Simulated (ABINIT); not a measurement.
Crystal: GaAs.

```
As Ga
1.0
     0.00000    2.82685    2.82685
     2.82685    0.00000    2.82685
     2.82685    2.82685    0.00000
As Ga
1 1
Direct
  0.75000 0.75000 0.75000
  0.00000 0.00000 0.00000
```

Base run:

```yaml
Program: ABINIT 10.8.3 (patched build)
Functional: BLYP
Potentials_or_basis: JTH PAW PBE v2.0
Cutoff: 544 eV
k_mesh: 8 × 8 × 8
Occupations: fermi-dirac, width 0.05 eV
Spin: no spin polarisation
```

Its results: band gap on the k mesh 0.35 eV, direct; pressure 6.8 GPa.

**Question.** After a change of settings the same cell gave: band gap on the k mesh 0.29 eV, direct; pressure -1.8 GPa. Which change was it?
A. functional from BLYP to LDA
B. functional from BLYP to PW91
C. functional from BLYP to AM05
D. functional from BLYP to SCAN

**Answer.** A.

LDA binds more tightly than BLYP, so the same cell stands under less pressure.

Caveats: the PAW data sets were made with another functional, which shifts forces and pressure a little.

Runs at the PBE level aren't shown here.
